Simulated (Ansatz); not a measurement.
Tl under pressure

The calculation used DFT PBE+D3(BJ), scalar-relativistic, plane waves, PAW (Ansatz 0.2.0). Run with 420 eV cutoff, 15×15×8 k-mesh, Gaussian smearing of 0.10 eV, no spin polarisation.

Reference structure (relaxed):

```yaml
crystal:
  lattice:
    - [3.53456, 0.00000, 0.00000]
    - [-1.76728, 3.06102, 0.00000]
    - [0.00000, 0.00000, 5.47338]
  atoms:
    - { symbol: Tl, position: [0.33333, 0.66667, 0.25000] }
    - { symbol: Tl, position: [0.66667, 0.33333, 0.75000] }
```

Cell and atoms are relaxed at each pressure within the symmetry of the start, at zero temperature, so transitions that lower the symmetry aren't seen. The k-mesh given is that at zero pressure and may differ at others. a, b and c are the lengths of the cell vectors above.

Spin–orbit coupling is left out, which can shift energies with elements as heavy as these.

```tsv
P (GPa)	V (Å³/atom)	V/V0	a (Å)	b (Å)	c (Å)
-1	30.62	1.034	3.576	3.576	5.532
0	29.61	1.000	3.535	3.535	5.473
1	28.78	0.972	3.499	3.499	5.428
4	26.88	0.908	3.387	3.387	5.412
12	23.95	0.809	3.233	3.233	5.291
25	21.43	0.724	3.114	3.114	5.103
50	18.84	0.636	2.981	2.981	4.894
90	16.62	0.561	2.865	2.865	4.676
```

(1) What bulk modulus and pressure derivative fit these points?

(2) Which cell vector or vectors give way most up to 90 GPa?

Results:

(1) A third-order Birch–Murnaghan fit gives B0 = 32 GPa and B0' = 5.6.

(2) a and b: the changes are a -18.9 %, b -18.9 %, c -14.6 %.